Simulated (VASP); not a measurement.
# InP (F-43m) in VASP: notebook, part 2 of 2

VASP 6.6.1. The steps go on from the part before.

## (3) Single point, PBE

This run uses another cell than the first one, of 27.18 Å³/atom, 1.025 times its volume.

INCAR

```
SYSTEM = InP
PREC = Accurate
ENCUT = 520
EDIFF = 1E-6
ISMEAR = 0
SIGMA = 0.01
LREAL = .FALSE.
LASPH = .TRUE.
NELM = 80
ALGO = Normal
ISIF = 2
LWAVE = .FALSE.
LCHARG = .FALSE.
GGA = PE
NBANDS = 16
```

KPOINTS

```
Automatic mesh
0
G
  6 6 6
  0 0 0
```

POSCAR

```
InP
1.0
    0.0000000000      3.0066507070      3.0066507070
    3.0066507070      0.0000000000      3.0066507070
    3.0066507070      3.0066507070      0.0000000000
In P
1 1
Direct
    0.0000000000      0.0000000000      0.0000000000
    0.2500000000      0.2500000000      0.2500000000
```

Potentials or basis: VASP PAW PBE potentials, release 64 (In_d, P).

The run is started by

```
cat potpaw_PBE.64/In_d/POTCAR potpaw_PBE.64/P/POTCAR > POTCAR
mpirun -np 1 vasp_std > vasp.out
```

OUTCAR:

```text
SYSTEM = InP
   PREC = Accurate
   ENCUT = 520
   EDIFF = 1E-6
   ISMEAR = 0
   LREAL = .FALSE.
   LASPH = .TRUE.
   NELM = 80
   ISIF = 2
   GGA = PE

 ion  position               nearest neighbor table
   1  0.000  0.000  0.000-   2 2.60   2 2.60   2 2.60   2 2.60
   2  0.250  0.250  0.250-   1 2.60   1 2.60   1 2.60   1 2.60

  LATTYP: Found a face centered cubic cell.
 ALAT       =     6.0133014140

  Lattice vectors:

 A1 = (   0.0000000000,   3.0066507070,   3.0066507070)
 A2 = (   3.0066507070,   0.0000000000,   3.0066507070)
 A3 = (   3.0066507070,   3.0066507070,   0.0000000000)

Analysis of symmetry for initial positions (statically):
=====================================================================
 Subroutine PRICEL returns:
 Original cell was already a primitive cell.

 Routine SETGRP: Setting up the symmetry group for a
 face centered cubic supercell.

 Subroutine GETGRP returns: Found 24 space group operations
 (whereof 24 operations were pure point group operations)
 out of a pool of 48 trial point group operations.

The static configuration has the point symmetry T_d .

Analysis of symmetry for dynamics (positions and initial velocities):
=====================================================================
 Subroutine PRICEL returns:
 Original cell was already a primitive cell.

 Routine SETGRP: Setting up the symmetry group for a
 face centered cubic supercell.

 Subroutine GETGRP returns: Found 24 space group operations
 (whereof 24 operations were pure point group operations)
 out of a pool of 48 trial point group operations.

The dynamic configuration has the point symmetry T_d .

 Subroutine INISYM returns: Found 24 space group operations
 (whereof 24 operations are pure point group operations),
 and found     1 'primitive' translations

----------------------------------------------------------------------------------------

[... 101 lines left out ...]
   IMIX   =      4    mixing-type and parameters
     AMIX     =   0.40;   BMIX     =  1.00
     AMIX_MAG =   1.60;   BMIX_MAG =  1.00
  volume/ion in A,a.u.               =      27.18       183.42
  Fermi-wavevector in a.u.,A,eV,Ry     =   1.132590  2.140285 17.453008  1.282760
  Thomas-Fermi vector in A             =   2.269291
   LORBIT       =      0    0 simple, 1 ext, 2 COOP (PROOUT), +10 PAW based schemes
   GGA     = PE    functional components
   LHFCALC =     F    Hartree Fock is set to
   AEXX    =    0.0000 exact exchange contribution
   IVDW    =     0    specifies the selected vdW correction
   LEPSILON=     F    determine dielectric tensor
   LRPA    =     F    only Hartree local field effects (RPA)
 non-spin polarized calculation
 Gauss-broadening in eV      SIGMA  =   0.01
  energy-cutoff  :      520.00
  volume of cell :       54.36
 maximum number of plane-waves:      1484
   NGX = 15   NGY = 15   NGZ = 15

 number of electron      17.9999995 magnetization

 Free energy of the ion-electron system (eV)
  ---------------------------------------------------
  ext. energy  EPLUGINS =         0.00000000
  ---------------------------------------------------
  free energy    TOTEN  =        -8.38827256 eV

  energy without entropy =       -8.38827256  energy(sigma->0) =       -8.38827256

 E-fermi :   4.4352     XC(G=0):  -8.9433

 val. band max:        4.3897638090   @ k =   0.0000   0.0000   0.0000
 cond. band min:       4.6789021471   @ k =   0.0000   0.0000   0.0000
 fundamental gap:      0.2891383381
 Fermi energy:         4.4352157385

 k-point     1 :       0.0000    0.0000    0.0000
  band No.  band energies     occupation
      1      -9.6740      2.00000
      2      -9.6740      2.00000
      3      -9.6740      2.00000
      4      -9.5572      2.00000
      5      -9.5572      2.00000
      6      -6.6294      2.00000
[... 281 lines left out ...]
      3      -9.5996      2.00000
      4      -9.5779      2.00000
      5      -9.5403      2.00000
      6      -4.5349      2.00000
[... 8 lines left out ...]
     15      15.3563      0.00000
     16      15.9987      0.00000

------------------------ aborting loop because EDIFF is reached ----------------------------------------

  FORCE on cell =-STRESS in cart. coord.  units (eV):
  Direction    XX          YY          ZZ          XY          YZ          ZX
  --------------------------------------------------------------------------------------
  -------------------------------------------------------------------------------------
  Total       -0.5344242     -0.5344242     -0.5344242      0.0000000      0.0000000      0.0000000
  in kB      -15.7513490    -15.7513490    -15.7513490      0.0000000      0.0000000      0.0000000
  external PRESSURE =     -15.7513490 kB  Pullay stress =       0.0000000 kB

 VOLUME and BASIS-vectors are now :
 -----------------------------------------------------------------------------
  energy-cutoff  :      520.00
  volume of cell :       54.36
      direct lattice vectors                 reciprocal lattice vectors
     0.000000000  3.006650707  3.006650707    -0.166298000  0.166298000  0.166298000
     3.006650707  0.000000000  3.006650707     0.166298000 -0.166298000  0.166298000
     3.006650707  3.006650707  0.000000000     0.166298000  0.166298000 -0.166298000

 POSITION                                       TOTAL-FORCE (eV/Angst)
 -----------------------------------------------------------------------------------
      0.00000      0.00000      0.00000        -0.000000     -0.000000     -0.000000
      1.50333      1.50333      1.50333         0.000000      0.000000      0.000000
 -----------------------------------------------------------------------------------
    total drift:                               -0.000000     -0.000000     -0.000000

  FREE ENERGIE OF THE ION-ELECTRON SYSTEM (eV)
  ---------------------------------------------------
  free  energy   TOTEN  =        -8.3882725573 eV

  energy  without entropy=       -8.3882725573  energy(sigma->0) =       -8.38827256
```

Run time: 19 s. Hardware: 1 thread of Intel Xeon Platinum 8259CL at 2.50GHz (Skylake/Cascade Lake), shared host; peak memory 0.18 GiB.

Results:

| Property | Result |
| --- | --- |
| Free energy | -8.3883 eV |
| Pressure | -1.6 GPa |
| Band gap on the k mesh | 0.29 eV, direct |

Caveat: spin-orbit coupling is left out, which moves the levels of the heavy elements.

## (4) Comparison with measurements

Step 2. A measured gap of InP is 1.4236 eV (direct; 1.6 K; a printed reference work, data compilation); the calculated 0.43 eV misses it by -1.00 eV. Spin-orbit coupling on In is left out. The value is that of PBE, without temperature or zero-point motion. Semilocal functionals fall short of measured gaps as a rule.

Step 3. A measured gap of InP is 1.4236 eV (direct; 1.6 K; a printed reference work, data compilation); the calculated 0.29 eV misses it by -1.13 eV. So large a miss can be the level of theory's own, or it may mean another phase, state or a wrong row. Spin-orbit coupling on In is left out. The value is that of PBE, without temperature or zero-point motion. Semilocal functionals fall short of measured gaps as a rule.
